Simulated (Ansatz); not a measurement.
# How the smearing shapes the phonons of Os-W-Os stack of (111) layers, part 2 of 2

Does Os-W-Os stack of (111) layers have a Kohn anomaly or a soft branch that a wide smearing hides? The first relaxation steps of the session are not shown, so no cell shown is the starting entry, unless a step says so.

Ansatz 0.2.0; DFT PBE, scalar-relativistic, plane waves, PAW; PAW set soft_1.

So far. Step 4 (Wavevectors along a line: Fermi–Dirac smearing of 0.25 …): Against step 3 (now smearing width 0.25 eV), the free energy moves by -99.8 meV an atom.

**5. Wavevectors along a line: Fermi–Dirac smearing of 0.04 eV**

Each wavevector is solved by itself, so no interpolation smooths a dip of the branch.

input.yaml

```yaml
crystal:
  lattice:
    - [2.7363900865, 0.0, 0.0]
    - [-1.3681950432, 2.3697833296, 0.0]
    - [0.0, 0.0, 32.9945363865]
  atoms:
    - { symbol: Os, position: [0.0, 0.0, 0.1700875458] }
    - { symbol: W, position: [0.3333333333, 0.6666666667, 0.2363614057] }
    - { symbol: Os, position: [0.6666666667, 0.3333333333, 0.3026352655] }
  periodic: [true, true, false]
kpoints:
  mp_grid: { grid: [18, 18, 1] }
hamiltonian:
  xc: pbe
  pseudopotentials: { kind: paw, azcp: { folder: soft_1 } }
scf:
  occupations: { method: fermi_dirac, width: 0.04 }
output:
  eigenvalues: true
phonons:
  method: dfpt
  qpoints:
    - [0, 0, 0]
    - [0.166666667, 0.0, 0.0]
    - [0.333333333, 0.0, 0.0]
    - [0.5, 0.0, 0.0]
```

Narrower smearing comes nearer the zero-temperature value but asks more of the mesh.

The run is started by

```bash
$ ansatz run input.yaml --threads 4 --pin off --max-ram 12288MiB --backend cpu --events-out ev --progress --plain --runs-dir out
```

Numbers of over 12 decimals in the logs are rounded to 6 here.

Output:

```text
[...]
Crystal: 3 atoms, lattice volume = 213.958 Å³
Basis set: ecut = 420 eV, 4197 PW (Γ), exchange–correlation on 40×40×450 points (8 copies of the dense FFT grid, shifted against one another)
Bands: 28, of which v1, the nominal top of the filled ones, is band 23 counted from 1 (22 counted from 0)
Symmetry: 12 space group operations
k-points: 37 of 324 (irreducible under 6 space group operations, time reversal used)
[...]
SCF iter   1: F=—  HF=-33156.643396 eV  |F-HF|=—  |Δ(HF+E_count)|=         —  Δρ=3.04e-2  dr2=1.00e1  ethr=3.10e-3  ⟨swp⟩=15.7  Hψ=8780  notcnv=0
[...]
SCF iter  12: F=-33155.354223 eV  HF=-33155.354223 eV  |F-HF|=1.46e-11  |Δ(HF+E_count)|=  4.58e-10  Δρ=3.90e-8  dr2=2.87e-12  ethr=1.00e-12  ⟨swp⟩=19.4  Hψ=8855  notcnv=0
SCF 1 converged in 12 iterations: F = -33155.354223 eV  dr2 = 2.87e-12
[...]
SCF converged after 12 iterations
Free energy (F): -33155.354223 eV
[...]
Internal energy: -33155.327505 eV  (E = F + TS)
E sigma→0 (E₀):  -33155.340864 eV
Entropy (-TS):   -0.026718 eV (-8.906 meV/atom)
Fermi energy:    -5.041682 eV
[...]
--- Band table (eV; the first three rows and the last of 37) ---
  k-point 0: bands = [... 19 lower, -6.8871, -6.8871, -6.2104, -6.2104, -5.6329, -4.3426, -4.1290, -4.1290, ... 1 higher]
  k-point 1: bands = [... 19 lower, -6.7813, -6.7369, -6.3047, -6.1312, -5.8894, -4.5784, -4.2287, -3.9622, ... 1 higher]
  k-point 2: bands = [... 19 lower, -6.6164, -6.4876, -6.4686, -6.3755, -5.9201, -4.9968, -4.4401, -3.9006, ... 1 higher]
  k-point 36: bands = [... 19 lower, -7.2213, -7.2213, -7.2011, -4.1897, -4.1897, -2.9406, -2.9406, -1.0083, ... 1 higher]
[...]
ASR residual: 1.279e-4 → 0.000e0 eV/Å²; symmetrization residual: 7.004e-5 eV/Å²
[...]
ASR residual per site (eV/Å²): 1.01e-4 1.28e-4 1.02e-4
  Γ frequencies (cm⁻¹): 0.00 0.00 0.00 64.13 64.13 97.48 97.48 122.14 176.62
[...]
--- Phonons (arbitrary-q DFPT): 4 explicit q-points ---
[...]
```

Wall time 11 min (4 threads of Arm Neoverse V2, shared host); peak memory 3.5 GiB; 42 min of CPU time.

Each wavevector solved by linear response. Frequency against |q| along the line; 7 of 9 lines:

| \|q\| along the line (Å⁻¹) | mode 1 (cm⁻¹) | mode 2 (cm⁻¹) | mode 3 (cm⁻¹) | mode 4 (cm⁻¹) | mode 5 (cm⁻¹) | mode 6 (cm⁻¹) | mode 7 (cm⁻¹) |
| --- | --- | --- | --- | --- | --- | --- | --- |
| 0.000 | 0 | 0 | 0 | 64.1 | 64.1 | 97.5 | 97.5 |
| 0.442 | 42.2 | 51.1 | 82.8 | 86.7 | 86.9 | 103 | 111 |
| 0.884 | 72.6 | 85.8 | 94.8 | 105 | 112 | 135 | 151 |
| 1.326 | 71.5 | 94.9 | 99.4 | 101 | 118 | 124 | 143 |

Against step 3 (now smearing width 0.04 eV), the free energy moves by +20.5 meV an atom.

**6. Wavevectors along a line: Methfessel–Paxton smearing of 0.2 eV**

Each wavevector is solved by itself, so no interpolation smooths a dip of the branch.

input.yaml: that of step 5 with these lines changed.

```diff
@@ -16,3 +16,3 @@
 scf:
-  occupations: { method: fermi_dirac, width: 0.04 }
+  occupations: { method: methfessel_paxton, width: 0.2 }
 output:
```

Output:

```text
[...]
Crystal: 3 atoms, lattice volume = 213.958 Å³
Basis set: ecut = 420 eV, 4197 PW (Γ), exchange–correlation on 40×40×450 points (8 copies of the dense FFT grid, shifted against one another)
Bands: 28, of which v1, the nominal top of the filled ones, is band 23 counted from 1 (22 counted from 0)
Symmetry: 12 space group operations
k-points: 37 of 324 (irreducible under 6 space group operations, time reversal used)
[...]
SCF iter   1: F=—  HF=-33156.632050 eV  |F-HF|=—  |Δ(HF+E_count)|=         —  Δρ=3.04e-2  dr2=1.01e1  ethr=3.10e-3  ⟨swp⟩=13.4  Hψ=8259  notcnv=0
[...]
SCF iter  12: F=-33155.343829 eV  HF=-33155.343829 eV  |F-HF|=4.37e-11  |Δ(HF+E_count)|=  5.31e-10  S|Δr|=    0.00e0  Δρ=5.31e-8  dr2=6.80e-12  ethr=1.00e-12  ⟨swp⟩=19.6  Hψ=9881  notcnv=0
SCF 1 converged in 12 iterations: F = -33155.343829 eV  dr2 = 6.80e-12
[...]
SCF converged after 12 iterations
Stability not checked: this state was not tested for a lower state beside it, because cold or Methfessel-Paxton smearing, or corrected tetrahedra, fill the levels in a way that the test cannot read (fill_not_monotonic; see scf.lower_state_search)
Free energy (F): -33155.343829 eV
[...]
Internal energy: -33155.336179 eV  (E = F + TS)
E sigma→0 (E₀):  -33155.341917 eV
Entropy (-TS):   -0.007650 eV (-2.550 meV/atom)
Fermi energy:    -5.047929 eV
[...]
--- Band table (eV; the first three rows and the last of 37) ---
  k-point 0: bands = [... 19 lower, -6.9004, -6.8978, -6.2207, -6.2207, -5.6412, -4.3509, -4.1412, -4.1412, ... 1 higher]
  k-point 1: bands = [... 19 lower, -6.7946, -6.7481, -6.3152, -6.1415, -5.8984, -4.5871, -4.2408, -3.9734, ... 1 higher]
  k-point 2: bands = [... 19 lower, -6.6275, -6.4990, -6.4819, -6.3849, -5.9306, -5.0058, -4.4520, -3.9107, ... 1 higher]
  k-point 36: bands = [... 19 lower, -7.2335, -7.2335, -7.2127, -4.2004, -4.2004, -2.9516, -2.9516, -1.0191, ... 1 higher]
[...]
ASR residual: 1.471e-4 → 0.000e0 eV/Å²; symmetrization residual: 7.503e-5 eV/Å²
[...]
ASR residual per site (eV/Å²): 1.47e-4 1.37e-4 1.29e-4
  Γ frequencies (cm⁻¹): 0.00 0.00 0.00 64.39 64.39 98.47 98.47 126.19 176.06
[...]
--- Phonons (arbitrary-q DFPT): 4 explicit q-points ---
[...]
```

Wall time 11 min (4 threads); peak memory 3.6 GiB; 43 min of CPU time.

Each wavevector solved by linear response. The frequency by |q| along the line; 7 of 9 lines:

| \|q\| along the line (Å⁻¹) | mode 1 (cm⁻¹) | mode 2 (cm⁻¹) | mode 3 (cm⁻¹) | mode 4 (cm⁻¹) | mode 5 (cm⁻¹) | mode 6 (cm⁻¹) | mode 7 (cm⁻¹) |
| --- | --- | --- | --- | --- | --- | --- | --- |
| 0.000 | 0 | 0 | 0 | 64.4 | 64.4 | 98.5 | 98.5 |
| 0.442 | 42.3 | 50.4 | 82.7 | 86.7 | 87.6 | 103 | 111 |
| 0.884 | 73.3 | 85.9 | 94.1 | 105 | 111 | 135 | 151 |
| 1.326 | 78.2 | 94.1 | 101 | 104 | 120 | 125 | 144 |

Against step 3 (now occupations Methfessel-Paxton and smearing width 0.2 eV), the free energy moves by +24.0 meV an atom.

**7. The lowest branch at each setting**

Lowest frequency against |q| along the line:

| \|q\| along the line (Å⁻¹) | fermi dirac 0.1 eV, k 18x18x1 (cm⁻¹) | fermi dirac 0.25 eV, k 18x18x1 (cm⁻¹) | fermi dirac 0.04 eV, k 18x18x1 (cm⁻¹) | methfessel paxton 0.2 eV, k 18x18x1 (cm⁻¹) |
| --- | --- | --- | --- | --- |
| 0.000 | 0 | 0 | 0 | 0 |
| 0.442 | 41.5 | 40.3 | 42.2 | 42.3 |
| 0.884 | 74.6 | 76.1 | 72.6 | 73.3 |
| 1.326 | 82.0 | 87.6 | 71.5 | 78.2 |

**8. Summary of results**

```yaml
phonon_run_of_the_rows_without_a_label_of_their_own: PBE, k 18×18×1
lowest_branch_at_the_last_solved_point_fermi_dirac_0p1_ev: 82.0 cm⁻¹ at |q| = 1.33 Å⁻¹
lowest_branch_at_the_last_solved_point_fermi_dirac_0p25_ev: 87.6 cm⁻¹ at |q| = 1.33 Å⁻¹
lowest_branch_at_the_last_solved_point_fermi_dirac_0p04_ev: 71.5 cm⁻¹ at |q| = 1.33 Å⁻¹
lowest_branch_at_the_last_solved_point_methfessel_paxton_0p2_ev: 78.2 cm⁻¹ at |q| = 1.33 Å⁻¹
```

A branch softens as the smearing narrows, the mark of a Kohn anomaly. The line holds 4 wavevectors, so a narrow dip between them would be missed. Between Fermi–Dirac 0.25 eV and Fermi–Dirac 0.04 eV the largest change, with modes counted by rank of frequency, is in mode 4 at |q| = 1.33 Å⁻¹, from 124 to 101 cm⁻¹, a softening that marks strong screening by the Fermi surface at that wavevector. Where branches cross, a count by rank can hide a softening. At the narrowest width the k mesh may not resolve the Fermi surface, so part of the change can be mesh noise. Spin–orbit coupling, left out here, matters for Os and W. The structure was built by hand as an ordered model, and its stability against other phases was not tested.

[Logs are printed without paths, hosts, clocks, repeated set-up lines and the standing remarks that a program may print on its own settings, such as how far it seeks lower states.]

[Hosts, paths, dates, database ids (printed as entryN), source tags and the programs' standing remarks are cut or masked in the printed files.]
